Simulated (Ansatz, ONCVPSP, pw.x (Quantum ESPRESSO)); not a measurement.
# What a changed setting does to a pw.x run (bcc Al)

Potential: optimised norm-conserving Vanderbilt (ONCV), ONCVPSP 4.0.1.1 (patched build), PBE; core [Ne], reference 3s2 3p1; waves: 3s: rc 2.10 bohr, ncon 3, nbas 6, qcut 2.7 1/bohr, 2 projectors, debl 0.8 Ha; 3p: rc 2.20 bohr, ncon 4, nbas 8, qcut 3.4 1/bohr, 2 projectors, debl 3.9 Ha; d scattering state at 0.08 Ha: rc 2.15 bohr, ncon 5, nbas 8, qcut 3.7 1/bohr, 2 projectors, debl 1.5 Ha; local part: polynomial inside 1.75 bohr (lpopt 3, dvloc0 0 Ha); core correction: none.

The reference run (k-mesh 14³, cutoffs 50/200 Ry, Fermi–Dirac 0.01 Ry, mixing_beta 0.4, conv_thr 1e-9, no spin) gives 0.78 GPa at 16.945 Å³/atom, where all-electron LAPW gives 0.07 GPa. This run, with its own iteration cap, changes smearing to mp.

```
&control
  calculation='scf', prefix='x', pseudo_dir='./', outdir='./tmp', tstress=.true., disk_io='none'
/
&system
  ibrav=0, nat=1, ntyp=1, ecutwfc=50, ecutrho=200, nbnd=8,
  occupations='smearing', smearing='mp', degauss=0.01
/
&electrons
  conv_thr=1e-09, mixing_beta=0.4, electron_maxstep=50
/
ATOMIC_SPECIES
Al 1.0 Al.UPF
CELL_PARAMETERS angstrom
  -1.61805716 1.61805716 1.61805716
  1.61805716 -1.61805716 1.61805716
  1.61805716 1.61805716 -1.61805716
ATOMIC_POSITIONS crystal
Al 0.0000 0.0000 0.0000
K_POINTS automatic
14 14 14 0 0 0
```

```bash
pw.x < Al.scf.in > Al.scf.out
```

Problem. How does the run end?

Solution. It converges in 5 iterations; the free energy moves by +12.1 meV/atom and the pressure by +0.09 GPa. This scheme is built to cancel the term in the square of the width that Fermi–Dirac smearing leaves in the F of a metal.

```
Message from routine setup:
     using ibrav=0 with symmetry is DISCOURAGED, use correct ibrav instead
     lattice parameter (alat)  =       5.2961  a.u.
     unit-cell volume          =     114.3505 (a.u.)^3
     number of electrons       =         3.00
     number of Kohn-Sham states=            8
     kinetic-energy cutoff     =      50.0000  Ry
     charge density cutoff     =     200.0000  Ry
     scf convergence threshold =      1.0E-09
     Exchange-correlation= PBE
     number of k points=   104  Methfessel-Paxton smearing, width (Ry)=  0.0100
     iteration #  1     ecut=    50.00 Ry     beta= 0.40
     total energy              =      -4.14361540 Ry
     estimated scf accuracy    <       0.00525996 Ry
     iteration #  2     ecut=    50.00 Ry     beta= 0.40
     total energy              =      -4.14341989 Ry
     estimated scf accuracy    <       0.00174479 Ry
     iteration #  3     ecut=    50.00 Ry     beta= 0.40
     total energy              =      -4.14345277 Ry
     estimated scf accuracy    <       0.00000150 Ry
     iteration #  4     ecut=    50.00 Ry     beta= 0.40
     total energy              =      -4.14345371 Ry
     estimated scf accuracy    <       0.00000065 Ry
     iteration #  5     ecut=    50.00 Ry     beta= 0.40
     the Fermi energy is     7.6941 ev
!    total energy              =      -4.14345373 Ry
     estimated scf accuracy    <          4.4E-10 Ry
     smearing contrib. (-TS)   =      -0.00006301 Ry
     The total energy is F=E-TS. E is the sum of the following terms:
     one-electron contribution =       2.79545012 Ry
     hartree contribution      =       0.00344002 Ry
     xc contribution           =      -1.58641483 Ry
     ewald contribution        =      -5.35586604 Ry
     convergence has been achieved in   5 iterations
          total   stress  (Ry/bohr**3)                   (kbar)     P=        8.61
     Message from routine punch:
     Nothing written, as per user request (disk_io='none')
```

The run took about 8.8 s on one core of a shared host (Neoverse-N1, 64 threads, 124 GiB, load 61).
